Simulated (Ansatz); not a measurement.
**A trial form of TiB₂**

Level of theory: Ansatz 0.2.0, DFT PBE, scalar-relativistic, plane waves, PAW. Cutoff 420 eV, Gaussian smearing, Γ-centred meshes. Cell and atoms relax first on a coarse mesh and then on a finer one. In between, the cell is made exact in the group found at 0.06 Å. In metals the finer mesh still leaves noise of several meV/atom or more. The steps can't lower the symmetry of their start. No spin polarisation in the relaxation; trial moments died out in a coarse test.

Recipe of this trial structure of TiB₂: random cell by space group and Wyckoff sites (Fm-3m, No. 225). Its size is a rough estimate.

```yaml
crystal:
  lattice:
    - [0.00000, 2.47434, 2.47434]
    - [2.47434, 0.00000, 2.47434]
    - [2.47434, 2.47434, 0.00000]
  atoms:
    - { symbol: Ti, position: [0.50000, 0.50000, 0.50000] }
    - { symbol: B, position: [0.25000, 0.25000, 0.25000] }
    - { symbol: B, position: [0.75000, 0.75000, 0.75000] }
```

Energies over the elements count from the elements' standard structures at the same level, with no fitted energy shifts.

**Question.** Where does the relaxation end?

**Answer.** The symmetry stays Fm-3m (No. 225). The end has the fluorite type. The volume per atom grows by 9.3 %, from 10.1 to 11.0 Å³. The shortest distance goes from 2.14 Å (Ti–B) to 2.21 Å (Ti–B). Conventional cell: a = 5.097 Å. Ti is surrounded by 8 B at 2.21 Å; around B lie 4 Ti at 2.21 Å and 6 B at 2.55 Å.

Space group Fm-3m (No. 225). a = 5.097 Å, b = 5.097 Å, c = 5.097 Å, α = 90.00°, β = 90.00°, γ = 90.00°
| atom | site | symmetry | x | y | z |
| --- | --- | --- | --- | --- | --- |
| Ti | 4b | m-3m | 0.5000 | 0.0000 | 0.0000 |
| B | 8c | -43m | 0.2500 | 0.7500 | 0.7500 |

**Question.** How does it come out in energy, and is it a metal?

**Answer.** The energy over the elements is +0.66 eV/atom and the gap on the 16×16×16 mesh of the 3-atom cell is 0 eV (a metal).

It can't be a ground state, since the elements alone are lower.

The last run used Gaussian smearing of 0.10 eV. A structure relaxed within its symmetry needn't be a true minimum. In all, the 3 runs took 25 s on 1 thread of Intel(R) Xeon(R) Processor @ 2.70GHz, on a shared host. Another cell of TiB2 relaxed alike, in P6/mmm (a cell as deposited in COD), lies 1.72 eV/atom lower, so this cell isn't the stable form at this level.
